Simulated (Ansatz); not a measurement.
**BiSb (model cell, started as zinc blende): the cell at rest**

Aim: bring BiSb (model cell, started as zinc blende) to small forces and stress, as phonons need.

Program: Ansatz 0.2.0. Level of theory: DFT PBE, scalar-relativistic, plane waves, PAW. Results are calculated unless marked as measured.

The structure was built from a prototype and need not be the compound's stable phase.

## (1) The structure

Symmetry: F-43m, No. 216, cubic system. Conventional cell: a = 7.120 Å, b = 7.120 Å, c = 7.120 Å, α = 90.00°, β = 90.00°, γ = 90.00°. Nearest to Bi lie 4 Sb at 3.08 Å. Nearest to Sb lie 4 Bi at 3.08 Å. Farther neighbours are not listed.

## (2) A coarse first look

First a cheap look: the gap decides the mesh and the occupations, the pressure tells how far the cell has to move.

The input, input.yaml:

```yaml
crystal:
  lattice:
    - [0.0, 3.56017, 3.56017]
    - [3.56017, 0.0, 3.56017]
    - [3.56017, 3.56017, 0.0]
  atoms:
    - { symbol: Bi, position: [0.0, 0.0, 0.0] }
    - { symbol: Sb, position: [0.25, 0.25, 0.25] }
kpoints:
  mp_grid: { grid: [4, 4, 4] }
hamiltonian:
  xc: pbe
scf:
  occupations: { method: gaussian, width: 0.1 }
output:
  forces: true
  stress: true
  eigenvalues: true
```

Run with:

```
$ ansatz run input.yaml --threads 4 --pin off --max-ram 7168MiB --backend cpu --events-out ev --progress --plain --runs-dir out
```

Numbers of over 12 decimals in the logs are rounded to 6 here.

The program printed:

```text
Engine: ansatz 0.2.0, aarch64-unknown-linux-gnu
Pseudopotentials: kind: paw
Pseudopotential: Bi, paw, valence charge 15, recommended cutoff 420 eV (normal), Bi.paw.azcp
Pseudopotential: Sb, paw, valence charge 15, recommended cutoff 420 eV (normal), Sb.paw.azcp
Functional definition: PBE
  parameter kappa = 0.804
  parameter beta = 0.066725
  exchange = pbe_x(kappa = kappa, mu = beta*pi^2/3)
[...]
P = ⅓ Tr σ = -0.3294 GPa (-3.294 kbar)
--- Band table (eV; the first three rows and the last of 8) ---
  k-point 0: bands = [... 11 lower, -0.4841, 4.4830, 4.4830, 4.4830, 6.7206, 6.7206, 6.7206, 9.6286]
  k-point 1: bands = [... 11 lower, -1.4590, 4.0267, 4.0267, 4.0714, 7.3780, 7.3780, 7.8076, 11.0647]
  k-point 2: bands = [... 11 lower, -2.4539, 3.6829, 3.7131, 3.7131, 7.7579, 7.7579, 9.8973, 11.3311]
  k-point 7: bands = [... 11 lower, -3.0722, 2.6006, 2.6206, 6.4306, 6.9485, 8.6647, 8.8336, 12.0244]
[key lines of the parts left out:]
SCF converged after 7 iterations
Free energy (F): -18880.688514 eV
Fermi energy:    5.905370 eV
```

Elapsed: 0.47 s, on 4 threads of Arm Neoverse V2, shared host; peak memory 0.35 GiB.

Numbers from this step:

```yaml
pressure: -0.3294 GPa
volume_per_atom: 45.12 Å³
gap_on_the_k_mesh: 0 eV
```

The coarse mesh shows no gap and a pressure of -0.3 GPa.

## (3) Relaxation

The cell and atoms are relaxed, since residual forces and stress would shift the frequencies.

input.yaml, the sections that differ from step 2:

```yaml
kpoints:
  mp_grid: { grid: [10, 10, 10] }
output:
  forces: true
  stress: true
  eigenvalues: true
  write_density: true
  write_potential: true
  elf: true
  volumetric_format: npy
relax:
  adjacent_minimum: "off"
  f_tol: 0.005
  max_steps: 80
  cell: { stress_tol: 0.05 }
# crystal, hamiltonian, scf: as in step 2
```

The program printed:

```text
[...]
Crystal: 2 atoms, lattice volume = 90.249 Å³
Basis set: ecut = 420 eV, 1807 PW (Γ), exchange–correlation on 72×72×72 points (8 copies of the dense FFT grid, shifted against one another)
Bands: 19, of which v1, the nominal top of the filled ones, is band 15 counted from 1 (14 counted from 0)
Symmetry: 24 space group operations
[...]
k-points: 47 of 1000 (time reversal used)
[...]
SCF iter   1: F=—  HF=-18880.589231 eV  |F-HF|=—  |Δ(HF+E_count)|=         —  Δρ=1.20e-3  dr2=2.33e-3  ethr=1.77e-3  ⟨swp⟩=6.1  Hψ=4609  notcnv=0
[...]
SCF iter   6: F=-18880.587959 eV  HF=-18880.587959 eV  |F-HF|=2.10e-9  |Δ(HF+E_count)|=   8.45e-8  Δρ=2.77e-6  dr2=7.87e-9  ethr=3.33e-10  ⟨swp⟩=11.6  Hψ=7541  notcnv=0
SCF 1 converged in 6 iterations: F = -18880.587959 eV  dr2 = 7.87e-9
  Residual-converged pass: ⟨swp⟩=1.1  Hψ=1085  notcnv=0  max |occ|·‖R‖ = 7.0e-9 eV (tolerance 1.0e-8 eV)  dr2=7.87e-9  dr2_onsite=1.29e-9  max |Δocc| = 3.8e-10
[...]
relax step   1: F+E_penalty+E_count = -18880.58795921 eV  Δ(F+E_penalty+E_count) = +0.000e0 eV  max|allowed force component| = 8.142e-16 eV/Å  Δτ_max = 0.0000 Å  P = +0.286 GPa  Ω = 90.249 Å³  (6 SCF iters, dr2 threshold 1.00e-7 eV, accepted)
Crystal: 2 atoms, lattice volume = 91.258 Å³
[...]
iter 1 solved again at ethr=2.49e-7 eV; its pass at ethr=3.10e-3 eV (dr2=7.48e-5 eV) is discarded
[...]
SCF iter   3: F=-18880.588537 eV  HF=-18880.588537 eV  |F-HF|=2.20e-8  |Δ(HF+E_count)|=   2.20e-7  Δρ=7.86e-6  dr2=7.93e-8  ethr=6.67e-10  ⟨swp⟩=12.3  Hψ=7934  notcnv=0
SCF 2 converged in 3 iterations: F = -18880.588537 eV  dr2 = 7.93e-8
[...]
relax step   2: F+E_penalty+E_count = -18880.58853677 eV  Δ(F+E_penalty+E_count) = -5.776e-4 eV  max|allowed force component| = 8.882e-16 eV/Å  Δτ_max = 0.0000 Å  P = -0.056 GPa  Ω = 91.258 Å³  energy of the carried Pulay correction = -1.364e-4 eV  (3 SCF iters, dr2 threshold 2.00e-7 eV, accepted)
Crystal: 2 atoms, lattice volume = 91.092 Å³
[...]
SCF iter   4: F=-18880.588589 eV  HF=-18880.588589 eV  |F-HF|=8.00e-11  |Δ(HF+E_count)|=   4.54e-9  Δρ=3.89e-7  dr2=1.67e-10  ethr=2.59e-11  ⟨swp⟩=8.0  Hψ=5336  notcnv=0
SCF 3 converged in 4 iterations: F = -18880.588589 eV  dr2 = 1.67e-10
relax step   3: F+E_penalty+E_count = -18880.58858856 eV  Δ(F+E_penalty+E_count) = -5.180e-5 eV  max|allowed force component| = 8.512e-16 eV/Å  Δτ_max = 0.0000 Å  P = -0.001 GPa  Ω = 91.092 Å³  energy of the carried Pulay correction = -1.141e-4 eV  (4 SCF iters, dr2 threshold 7.77e-9 eV, accepted)
[...]
SCF iter   1: F=—  HF=-18880.588653 eV  |F-HF|=—  |Δ(HF+E_count)|=         —  Δρ=2.74e-5  dr2=2.92e-8  ethr=3.26e-7  ⟨swp⟩=3.5  Hψ=7154  notcnv=0
eigensolver tolerance schedule: the retry pair's looser diagonalisation over-reported the residual by 3348.61 of it (diagonalisation noise at 0.54 of the residual, at the tolerance the schedule requests for it); recorded, not acted on — ethr = c·dr2/N_el stays at c = 1.0e-1
SCF iter   2: F=—  HF=-18880.588703 eV  |F-HF|=—  |Δ(HF+E_count)|=   4.94e-5  Δρ=3.95e-6  dr2=8.73e-9  ethr=9.73e-11  ⟨swp⟩=3.0  Hψ=2238  notcnv=0
[...]
SCF iter   4: F=-18880.588703 eV  HF=-18880.588703 eV  |F-HF|=6.66e-10  |Δ(HF+E_count)|=   4.30e-8  Δρ=1.25e-7  dr2=7.20e-12  ethr=1.00e-12  ⟨swp⟩=6.4  Hψ=5781  notcnv=0
SCF 4 converged in 4 iterations: F = -18880.588703 eV  dr2 = 7.20e-12
relax step   4: F+E_penalty+E_count = -18880.58870251 eV  Δ(F+E_penalty+E_count) = -1.139e-4 eV  max|allowed force component| = 9.622e-16 eV/Å  Δτ_max = 0.0000 Å  P = -0.001 GPa  Ω = 91.092 Å³  stress off target by 1.48e-3 GPa  SCF on the basis re-selected at this cell (its energy is not comparable with the rows above)  (4 SCF iters)
basis re-selected at this cell: Δ(F+E_penalty+E_count) = -1.139e-4 eV, ΔP = -0.001 GPa vs the last step (what re-selecting the basis moved, of the pressure what is left beyond the Pulay correction that the steps carried, after the strain that the cell walked since its last selection, with what the two solves' SCF thresholds leave and, on support functions, any second-order correction that the steps lacked; it is no m [...]
SCF converged after 4 iterations
Free energy (F): -18880.588703 eV
[...]
Internal energy: -18880.582822 eV  (E = F + TS)
E sigma→0 (E₀):  -18880.585762 eV
Entropy (-TS):   -0.005880 eV (-2.940 meV/atom)
Fermi energy:    5.922897 eV
[...]
--- Stress (GPa, compression-positive) ---
       -0.001477      -0.000000      -0.000000
       -0.000000      -0.001477       0.000000
       -0.000000       0.000000      -0.001477
  P = ⅓ Tr σ = -0.0015 GPa (-0.015 kbar)
--- Band table (eV; the first three rows and the last of 47) ---
  k-point 0: bands = [... 11 lower, -0.5717, 4.4268, 4.4268, 4.4268, 6.6447, 6.6447, 6.6447, 9.5675]
  k-point 1: bands = [... 11 lower, -0.7602, 4.3208, 4.3208, 4.3584, 6.7870, 6.7958, 6.7958, 9.9326]
  k-point 2: bands = [... 11 lower, -1.2349, 4.0924, 4.0924, 4.1456, 7.1281, 7.1281, 7.3140, 10.7028]
  k-point 46: bands = [... 11 lower, -3.0921, 2.5859, 2.6049, 6.2404, 6.6787, 8.7903, 8.8935, 11.9180]
--- Relaxed structure (3 steps of the walk, 3 accepted, 1 SCFs on fresh bases) ---
  F+E_penalty+E_count = -18880.58870251 eV   max|allowed force component| = 9.622e-16 eV/Å   (the final SCF, on the basis selected at the relaxed cell)
  cell:  # Å, volume = 91.0921 Å³
    - [0, 3.571223, 3.571223]
    - [3.571223, 0, 3.571223]
    - [3.571223, 3.571223, 0]
  atoms:
    - { symbol: Bi, position: [0, 0, 0] }
    - { symbol: Sb, position: [0.250000, 0.250000, 0.250000] }
```

Wall time 8.3 s (4 threads); peak memory 0.49 GiB; 32 s of CPU time.

Step by step:

```tsv
step	energy less that of the first step (eV)	largest force component (eV/Å)	pressure (GPa)	volume (Å³)
1	0.0000	0.0000	0.29	90.25
2	-0.0006	0.0000	-0.06	91.26
3	-0.0006	0.0000	0.00	91.09
4*	-0.0007	0.0000	0.00	91.09
```

Relaxation steps marked * repeat the geometry before them on a plane-wave basis chosen anew for their cell, so energy and pressure can jump there.

The run keeps the 24 symmetry operations that it works with, so distortions that break them were not tested.

```tsv
conventional cell, symmetrised	before	after	change
a (Å)	7.120	7.142	+0.3 %
b (Å)	7.120	7.142	+0.3 %
c (Å)	7.120	7.142	+0.3 %
volume (Å³/atom)	45.12	45.55	+0.9 %
```

The relaxed structure:

```xyz
2
Lattice="0.0000 3.5712 3.5712 3.5712 0.0000 3.5712 3.5712 3.5712 0.0000" Properties=species:S:1:pos:R:3 pbc="T T T"
Bi    0.0000    0.0000    0.0000
Sb    1.7856    1.7856    1.7856
```

This step gave:

| Item | Value |
| --- | --- |
| pressure | -0.001477 GPa |
| volume per atom | 45.55 Å³ |

ELF in the ac plane of a cell with a along [110], b along [-110] and c along [001] of the cube at fractional y = 0.500, with atoms of Bi and Sb within 0.2 Å of it. It is the smooth field of the valence electrons, not physical close to the nuclei.

Ten even steps from '_' (0.01) to '@' (0.54), each cell a mean:
```
--::..________________..::::--::..________________..::::
..__________________________..__________________________
________________________________________________________
__________........____________________........__________
________..--------::..______________..--------::..______
______::==++******++--..__________::==++******++--..____
____::==############**--..______::==############**--..__
__..--**%%%%****##%%##++::..__..--**%%%%****##%%##++::..
::--==##%%**::::==%%##++--::::--==##%%**::::==%%##++--::
##****####++::----####******##****####++::----####******
@@@@%%%%####==--++####%%@@@@@@@@%%%%####==--++####%%@@@@
####@@@@%%##########%%@@%%######@@@@%%##########%%@@%%##
::==##@@%%##########@@%%**--::==##@@%%##########@@%%**--
__..**@@%%**++++++##@@##--____..**@@%%**++++++##@@##--__
__..**%%%%==--::--**@@##--____..**%%%%==--::--**@@##--__
::==##@@##--....::++@@%%**--::==##@@##--....::++@@%%**--
**##%%@@++::____..==##@@%%##**##%%@@++::____..==##@@%%##
@@@@%%**--..______::==##@@@@@@@@%%**--..______::==##@@@@
##**++--..__________::==**####**++--..__________::==**##
```
Columns run along a (10.1 Å), rows up along c (7.1 Å), edges of the conventional cell, whose origin can differ from the input's. Atoms in or near the plane, at fractional coordinates: Bi at (0.75, 0.50), Bi at (0.25, 0.50), Sb at (0.50, 0.25), Sb at (0.00, 0.25).

Electrostatic potential energy in the ac plane of a cell with a along [110], b along [-110] and c along [001] of the cube at fractional y = 0.500, with atoms of Bi and Sb within 0.2 Å of it. With pseudopotentials it is smooth inside the atoms' cores, unlike the true potential.

Ten even steps from '0' (-66 eV) to '9' (10 eV), each cell a mean:
```
9999999999999999999999999999
9999999999999999999999999999
9999999999999999999999999999
9999999999999999999999999999
9999999999999999999999999999
9999999999999999999999999999
9999987788999999999877889999
9999863247999999998632479999
9999720005899999997200058999
9999710004899999997100048999
9999740016899999997400168999
7789875468998777898754689987
5679998889986556799988899865
6568999999976565689999999765
6568999999975665689999999756
5679999999986556799999999865
7789999999998777899999999987
9999999999999999999999999999
9999999999999999999999999999
```
Columns run along a (10.1 Å; values clipped at the 3rd and 97th percentile), rows up along c (7.1 Å), edges of the conventional cell, whose origin can differ from the input's. Atoms in or near the plane, at fractional coordinates: Bi at (0.75, 0.50), Bi at (0.25, 0.50), Sb at (0.50, 0.25), Sb at (0.00, 0.25).

Valence density in the ac plane of a cell with a along [110], b along [-110] and c along [001] of the cube at fractional y = 0.500, with atoms of Bi and Sb within 0.2 Å of it. It is the smooth field of the valence electrons, not physical close to the nuclei.

Ten steps, logarithmic in the rise over the least value, from '_' (0 e/Å³) to '@' (16 e/Å³), each cell a mean:
```
________________________________________________________
________________________________________________________
________________________________________________________
________________________________________________________
________________________________________________________
__________........____________________........__________
________..::----::..________________..::----::..________
______..::==****++--..____________..::==****++--..______
______..--**######==::..__________..--**######==::..____
____....--**%%%%##++::..________....--**%%%%##++::..____
......::--++####**==::............::--++####**==::......
--::::::::--==++==::::::::----::::::::--==++==::::::::--
**++--::....::::::..::::==****++--::....::::::..::::==**
@@##==::..............--**@@@@##==::..............--**@@
@@##==::..__________..--**@@@@##==::..__________..--**@@
##++--..____________..::==**##++--..____________..::==**
--::::..______________..::----::::..______________..::--
......__________________..........__________________....
________________________________________________________
```
Columns run along a (10.1 Å), rows up along c (7.1 Å), edges of the conventional cell, whose origin can differ from the input's. Atoms in or near the plane, at fractional coordinates: Bi at (0.75, 0.50), Bi at (0.25, 0.50), Sb at (0.50, 0.25), Sb at (0.00, 0.25).

In this step the volume went from 45.12 to 45.55 Å³/atom.

(Part 1 of 2 ends here.)

[Logs are printed without paths, hosts, clocks, repeated set-up lines and the standing remarks that a program may print on its own settings, such as how far it seeks lower states.]

[Hosts, paths, dates, database ids (printed as entryN), source tags and the programs' standing remarks are cut or masked in the printed files.]
